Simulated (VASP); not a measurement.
# Cu (Fm-3m) in VASP: a series of runs

The runs below take Cu through relaxation of cell and atoms, with PBE+D3(BJ), rev-vdW-DF2.

Program: VASP 6.6.1. These are calculated values, not measurements. Logs are shortened: lines on timing, memory, paths and dates and some standing lists are left out, and cuts for length are marked.

### Step 1. Starting point

Symmetry: Fm-3m, No. 225, cubic system. Conventional cell: a = 3.568 Å, b = 3.568 Å, c = 3.568 Å, α = 90.00°, β = 90.00°, γ = 90.00°. Around Cu (site symmetry m-3m) lie 12 Cu at 2.52 Å.

### Step 2. Relaxation of cell and atoms, PBE+D3(BJ)

The input, INCAR:

```
PREC     = Accurate       # precision mode
ENCUT    = 600            # plane-wave cutoff, eV
EDIFF    = 1E-7           # SCF threshold, eV
ISMEAR   = 1              # smearing method
SIGMA    = 0.1            # smearing width, eV
LREAL    = F              # projectors in reciprocal space
LASPH    = T              # aspherical terms in the spheres
NELM     = 80             # most SCF steps
ALGO     = Normal         # electronic algorithm
ISIF     = 3              # what is computed and relaxed
LWAVE    = F              # write WAVECAR
LCHARG   = F              # write CHGCAR
GGA      = PE             # functional
IVDW     = 12             # dispersion correction
IBRION   = 2              # ionic algorithm
NSW      = 90             # ionic steps
EDIFFG   = -0.005         # ionic threshold
```

The input, KPOINTS:

```
Automatic mesh
0
Gamma
  18 18 18
```

The input, POSCAR:

```
Cu                                      
1.0
    0.0000000000      1.7839920312      1.7839920312
    1.7839920312      0.0000000000      1.7839920312
    1.7839920312      1.7839920312     -0.0000000000
  Cu            
     1
Direct
     0.0000000000000000    0.0000000000000000    0.0000000000000000
```

Potentials or basis: VASP PAW PBE potentials, release 64 (Cu).

On the command line:

```sh
> cat potpaw_PBE.64/Cu/POTCAR > POTCAR
> mpirun -np 1 vasp_std > vasp.out
```

OUTCAR:

```text
PREC = Accurate
   ENCUT = 600
   EDIFF = 1E-7
   ISMEAR = 1
   LREAL = F
   LASPH = T
   NELM = 80
   ISIF = 3
   GGA = PE
   IVDW = 12
   IBRION = 2
   NSW = 90
   EDIFFG = -0.005
 IVDW          = 12

 ion  position               nearest neighbor table
   1  0.000  0.000  0.000-

  LATTYP: Found a face centered cubic cell.
 ALAT       =     3.5679840624

  Lattice vectors:

 A1 = (   0.0000000000,   1.7839920312,   1.7839920312)
 A2 = (   1.7839920312,   0.0000000000,   1.7839920312)
 A3 = (   1.7839920312,   1.7839920312,   0.0000000000)

Analysis of symmetry for initial positions (statically):
=====================================================================
 Subroutine PRICEL returns:
 Original cell was already a primitive cell.

 Routine SETGRP: Setting up the symmetry group for a
 face centered cubic supercell.

 Subroutine GETGRP returns: Found 48 space group operations
 (whereof 48 operations were pure point group operations)
 out of a pool of 48 trial point group operations.

The static configuration has the point symmetry O_h .

Analysis of symmetry for dynamics (positions and initial velocities):
=====================================================================
 Subroutine PRICEL returns:
 Original cell was already a primitive cell.

 Routine SETGRP: Setting up the symmetry group for a
 face centered cubic supercell.

 Subroutine GETGRP returns: Found 48 space group operations
 (whereof 48 operations were pure point group operations)
 out of a pool of 48 trial point group operations.

The dynamic configuration has the point symmetry O_h .

 Subroutine INISYM returns: Found 48 space group operations
 (whereof 48 operations are pure point group operations),
 and found     1 'primitive' translations

----------------------------------------------------------------------------------------

                                     Primitive cell

  volume of cell :      11.3556

  direct lattice vectors                    reciprocal lattice vectors
     0.000000000  1.783992031  1.783992031    -0.280270310  0.280270310  0.280270310
     1.783992031  0.000000000  1.783992031     0.280270310 -0.280270310  0.280270310
     1.783992031  1.783992031  0.000000000     0.280270310  0.280270310 -0.280270310

  length of vectors
     2.522945726  2.522945726  2.522945726     0.485442417  0.485442417  0.485442417

  position of ions in fractional coordinates (direct lattice)
     0.000000000  0.000000000  0.000000000

  ion indices of the primitive-cell ions
   primitive index   ion index
                 1           1

----------------------------------------------------------------------------------------

 KPOINTS: Automatic mesh

Automatic generation of k-mesh.
 Grid dimensions read from file:
 generate k-points for:   18   18   18

 Generating k-lattice:

  Cartesian coordinates                     Fractional coordinates (reciprocal lattice)
    -0.015570573  0.015570573  0.015570573     0.055555556  0.000000000  0.000000000
     0.015570573 -0.015570573  0.015570573     0.000000000  0.055555556  0.000000000
     0.015570573  0.015570573 -0.015570573     0.000000000  0.000000000  0.055555556

  Length of vectors
     0.026969023  0.026969023  0.026969023

  Shift w.r.t. Gamma in fractional coordinates (k-lattice)
     0.000000000  0.000000000  0.000000000

 Subroutine IBZKPT returns following result:
 ===========================================

 Found    195 irreducible k-points:

 Following reciprocal coordinates:
            Coordinates               Weight
  0.000000  0.000000  0.000000      1.000000
  0.055556  0.000000  0.000000      8.000000
  0.111111  0.000000  0.000000      8.000000
  0.166667  0.000000  0.000000      8.000000
  0.222222  0.000000  0.000000      8.000000
[... 47 lines left out ...]
   TEBEG  =    0.0;   TEEND  =   0.0 temperature during run
   PSTRESS=    0.0 pullay stress
   NELECT =      11.0000    total number of electrons
   NUPDOWN=      -1.0000    fix difference up-down
   EMIN   =  10.00;   EMAX   =-10.00  energy-range for DOS
   EFERMI =   0.00;   METHOD = LEGACY
   ISMEAR =     1;   SIGMA  =   0.10  broadening in eV -4-tet -1-fermi 0-gaus
   EFERMI_NEDOS =   21; number of points for ismear=-14 and -15
   IALGO  =     38    algorithm
   IMIX   =      4    mixing-type and parameters
     AMIX     =   0.40;   BMIX     =  1.00
     AMIX_MAG =   1.60;   BMIX_MAG =  1.00
  volume/ion in A,a.u.               =      11.36        76.63
  Fermi-wavevector in a.u.,A,eV,Ry     =   1.619830  3.061035 35.699644  2.623850
  Thomas-Fermi vector in A             =   2.713867
   LORBIT       =      0    0 simple, 1 ext, 2 COOP (PROOUT), +10 PAW based schemes
   GGA     = PE    functional components
   LHFCALC =     F    Hartree Fock is set to
   AEXX    =    0.0000 exact exchange contribution
   IVDW    =    12    specifies the selected vdW correction
   LEPSILON=     F    determine dielectric tensor
   LRPA    =     F    only Hartree local field effects (RPA)
 conjugate gradient relaxation of ions
 non-spin polarized calculation
 Methfessel and Paxton  Order N= 1 SIGMA  =   0.10
  energy-cutoff  :      600.00
  volume of cell :       11.36
 maximum number of plane-waves:       392
   NGX =  9   NGY =  9   NGZ =  9

--------------------------------------- Ionic step        1  -------------------------------------------

 number of electron      11.0000013 magnetization

 Free energy of the ion-electron system (eV)
  ---------------------------------------------------
  ext. energy  EPLUGINS =         0.00000000
  ---------------------------------------------------
  free energy    TOTEN  =        -3.71088078 eV

  energy without entropy =       -3.71082806  energy(sigma->0) =       -3.71086321

------------------------ aborting loop because EDIFF is reached ----------------------------------------

 Edisp (eV)   -0.60729

 E8    (eV) :    -0.2605

  FORCE on cell =-STRESS in cart. coord.  units (eV):
  Direction    XX          YY          ZZ          XY          YZ          ZX
  --------------------------------------------------------------------------------------
  -------------------------------------------------------------------------------------
  Total       0.00522     0.00522     0.00522     0.00000    -0.00000     0.00000
  in kB       0.73618     0.73618     0.73618     0.00000    -0.00000     0.00000
  external pressure =        0.74 kB  Pullay stress =        0.00 kB

 VOLUME and BASIS-vectors are now :
 -----------------------------------------------------------------------------
  energy-cutoff  :      600.00
  volume of cell :       11.36
      direct lattice vectors                 reciprocal lattice vectors
     0.000000000  1.783992031  1.783992031    -0.280270310  0.280270310  0.280270310
     1.783992031  0.000000000  1.783992031     0.280270310 -0.280270310  0.280270310
     1.783992031  1.783992031  0.000000000     0.280270310  0.280270310 -0.280270310

 POSITION                                       TOTAL-FORCE (eV/Angst)
 -----------------------------------------------------------------------------------
      0.00000      0.00000      0.00000        -0.000000      0.000000      0.000000
 -----------------------------------------------------------------------------------
    total drift:                               -0.000000     -0.000000     -0.000000

  FREE ENERGIE OF THE ION-ELECTRON SYSTEM (eV)
  ---------------------------------------------------
  free  energy   TOTEN  =        -4.3181687347 eV

  energy  without entropy=       -4.3181160214  energy(sigma->0) =       -4.31815116

--------------------------------------- Ionic step        2  -------------------------------------------

 number of electron      11.0000013 magnetization

 Free energy of the ion-electron system (eV)
  ---------------------------------------------------
  ext. energy  EPLUGINS =         0.00000000
  ---------------------------------------------------
  free energy    TOTEN  =        -3.71135649 eV

  energy without entropy =       -3.71130408  energy(sigma->0) =       -3.71133902

 E-fermi :   8.0437     XC(G=0): -12.9503

 val. band max:        8.0181996331   @ k =   0.5000   0.3333   0.1667
 cond. band min:       8.0443922768   @ k =   0.5000   0.1111   0.0000
 fundamental gap:      0.0261926436
 Fermi energy:         8.0436514859

 k-point     1 :       0.0000    0.0000    0.0000
  band No.  band energies     occupation
      1      -1.5755      2.00000
      2       4.9311      2.00000
      3       4.9311      2.00000
      4       4.9311      2.00000
      5       5.8042      2.00000
      6       5.8042      2.00000
      7      30.9744      0.00000
      8      33.9216      0.00000
      9      33.9216      0.00000
[... 265 lines left out ...]
 k-point    24 :      -0.2222    0.0556    0.0000
  band No.  band energies     occupation
      1       0.5507      2.00000
      2       4.6184      2.00000
      3       5.0961      2.00000
      4       5.1371      2.00000
      5       5.7523      2.00000
      6       6.0112      2.00000
      7      21.3892      0.00000
      8      28.4975      0.00000
      9      32.1737      0.00000

 [... further k-points ...]

------------------------ aborting loop because EDIFF is reached ----------------------------------------

 Edisp (eV)   -0.60681

 E8    (eV) :    -0.2603

  FORCE on cell =-STRESS in cart. coord.  units (eV):
  Direction    XX          YY          ZZ          XY          YZ          ZX
  --------------------------------------------------------------------------------------
  -------------------------------------------------------------------------------------
  Total      -0.00244    -0.00244    -0.00244    -0.00000    -0.00000     0.00000
  in kB      -0.34384    -0.34384    -0.34384    -0.00000    -0.00000     0.00000
  external pressure =       -0.34 kB  Pullay stress =        0.00 kB

 VOLUME and BASIS-vectors are now :
 -----------------------------------------------------------------------------
  energy-cutoff  :      600.00
  volume of cell :       11.36
      direct lattice vectors                 reciprocal lattice vectors
     0.000000000  1.784441095  1.784441095    -0.280199779  0.280199779  0.280199779
     1.784441095 -0.000000000  1.784441095     0.280199779 -0.280199779  0.280199779
     1.784441095  1.784441095 -0.000000000     0.280199779  0.280199779 -0.280199779

 POSITION                                       TOTAL-FORCE (eV/Angst)
 -----------------------------------------------------------------------------------
      1.78444     -0.00000      1.78444         0.000000      0.000000      0.000000
 -----------------------------------------------------------------------------------
    total drift:                               -0.000000     -0.000000     -0.000000

  FREE ENERGIE OF THE ION-ELECTRON SYSTEM (eV)
  ---------------------------------------------------
  free  energy   TOTEN  =        -4.3181684910 eV

  energy  without entropy=       -4.3181160825  energy(sigma->0) =       -4.31815102

 reached required accuracy - stopping structural energy minimisation
```

Wall time 21 s (1 thread of AMD EPYC 7R13 (Zen 3), shared host); peak memory 0.12 GiB.

What came out:

```yaml
Free_energy: -4.3182 eV
Relaxed_volume: 11.36 Å³/atom
Relaxed_cell: a = 2.524 Å, b = 2.524 Å, c = 2.524 Å, α = 60.00°, β = 60.00°, γ = 60.00°
Space_group_after_relaxing_to_0.05_Å: Fm-3m (No. 225)
Energy_gained_by_relaxing: 0.0 meV/atom
Ionic_steps: 2
Pressure_after_relaxing: 0.0 GPa
Band_gap_on_the_k_mesh: none (metal or under the smearing width)
Dispersion_energy_per_atom: -0.607 eV
```

Final structure:
```
Cu
1.0
     0.00000    1.78444    1.78444
     1.78444    0.00000    1.78444
     1.78444    1.78444    0.00000
Cu
1
Direct
  0.00000 0.00000 0.00000
```

Caveat: pairwise dispersion overbinds metals, which lowers pressure and volume.

### Step 3. Relaxation of cell and atoms, rev-vdW-DF2

This run uses another cell than the first one, of 11.81 Å³/atom, 1.040 times its volume.

The input, INCAR:

```
SYSTEM = Cu
  PREC = Accurate
  ENCUT = 600
  EDIFF = 1E-6
  ISMEAR = 1
  SIGMA = 0.1
  LREAL = .False.
  LASPH = .True.
  NELM = 80
  ALGO = Normal
  ISIF = 3
  LWAVE = .False.
  LCHARG = .False.
  GGA = MK
  LUSE_VDW = .True.
  AGGAC = 0.0
  PARAM1 = 0.1234
  PARAM2 = 0.711357
  ZAB_VDW = -1.8867
  IBRION = 2
  NSW = 90
  EDIFFG = -0.01
```

The input, KPOINTS:

```
regular mesh
0
Gamma
  18 18 18
  0 0 0
```

The input, POSCAR:

```
Cu
1.0
    0.0000000000      1.8075000000      1.8075000000
    1.8075000000      0.0000000000      1.8075000000
    1.8075000000      1.8075000000      0.0000000000
Cu
1
Direct
    0.0000000000      0.0000000000      0.0000000000
```

Potentials or basis: VASP PAW PBE potentials, release 64 (Cu).

On the command line:

```sh
> cat potpaw_PBE.64/Cu/POTCAR > POTCAR
> mpirun -np 1 vasp_std > vasp.out
```

Run time: 31 s. Hardware: 1 thread of Intel Xeon 6975P-C (Granite Rapids), shared host; peak memory 0.25 GiB.

It converged, with:

```yaml
Free_energy: -1.2138 eV
Relaxed_volume: 11.73 Å³/atom
Relaxed_cell: a = 2.551 Å, b = 2.551 Å, c = 2.551 Å, α = 60.00°, β = 60.00°, γ = 60.00°
Space_group_after_relaxing_to_0.05_Å: Fm-3m (No. 225)
Energy_gained_by_relaxing: 0.2 meV/atom
Ionic_steps: 3
Pressure_after_relaxing: 0.1 GPa
Band_gap_on_the_k_mesh: none (metal or under the smearing width)
```

Step by step:
```csv
step,energy change (eV),largest force (eV/Å),pressure (GPa),volume (Å³)
1,0.0000,0.0000,-0.80,11.81
2,-0.0002,0.0000,0.35,11.71
3,-0.0002,0.0000,0.08,11.73
```

Final structure:
```
Cu
1.0
     0.00000    1.80354    1.80354
     1.80354    0.00000    1.80354
     1.80354    1.80354    0.00000
Cu
1
Direct
  0.00000 0.00000 0.00000
```

Levels at points of the mesh, in eV from the Fermi level:
| k point | band 3 | band 4 | band 5 | band 6 | band 7 | band 8 | band 9 |
| --- | --- | --- | --- | --- | --- | --- | --- |
| (0.00, 0.00, 0.00) | -3.04 | -3.04 | -2.21 | -2.21 | 22.83 | 25.33 | 25.33 |
| (0.50, 0.00, 0.00) | -3.08 | -1.64 | -1.64 | -0.94 | 3.78 | 21.33 | 22.10 |
| (0.50, 0.50, 0.00) | -1.66 | -1.49 | -1.49 | 1.55 | 7.18 | 13.13 | 13.13 |

Caveat: the PAW data sets were made with another functional, which shifts forces and pressure a little.

### Step 4. Relaxation of cell and atoms, rev-vdW-DF2

This run uses another cell than the first one, of 11.73 Å³/atom, 1.033 times its volume.

INCAR: that of step 3 with these lines changed.

```diff
@@ -3,3 +3,3 @@
   ENCUT = 600
-  EDIFF = 1E-6
+  EDIFF = 1E-7
   ISMEAR = 1
@@ -21,2 +21,2 @@
   NSW = 90
-  EDIFFG = -0.01
+  EDIFFG = -0.005
```

KPOINTS is that of step 3.

The input, POSCAR:

```
Cu                                      
1.0
   -0.0000000000      1.8035361997      1.8035361997
    1.8035361997     -0.0000000000      1.8035361997
    1.8035361997      1.8035361997      0.0000000000
  Cu            
     1
Direct
     0.0000000000000000    0.0000000000000000    0.0000000000000000
```

On the command line:

```sh
> cat potpaw_PBE.64/Cu/POTCAR > POTCAR
> mpirun -np 1 vasp_std > vasp.out
```

Run time: 15 s. Hardware: 1 thread of Intel Xeon 6975P-C (Granite Rapids), shared host; peak memory 0.25 GiB.

The run converged. Its results:

| Quantity | Value |
| --- | --- |
| Free energy | -1.2138 eV |
| Pressure after relaxing | 0.1 GPa |
| Band gap on the k mesh | none (metal or under the smearing width) |

Final structure:
```
CELL_PARAMETERS angstrom
0.00000 1.80354 1.80354
1.80354 0.00000 1.80354
1.80354 1.80354 0.00000
ATOMIC_POSITIONS crystal
Cu 0.00000 0.00000 0.00000
```

Levels at points of the mesh, in eV from the Fermi level:
```
           k point  band 4  band 5  band 6  band 7  band 8  band 9
(0.00, 0.00, 0.00)   -3.04   -2.21   -2.21   22.83   25.33   25.33
(0.50, 0.00, 0.00)   -1.64   -1.64   -0.94    3.78   21.33   22.10
(0.50, 0.50, 0.00)   -1.49   -1.49    1.55    7.18   13.13   13.13
```

Caveat: the relaxation stopped at its first step, so nothing moved; the PAW data sets were made with another functional, which shifts forces and pressure a little.
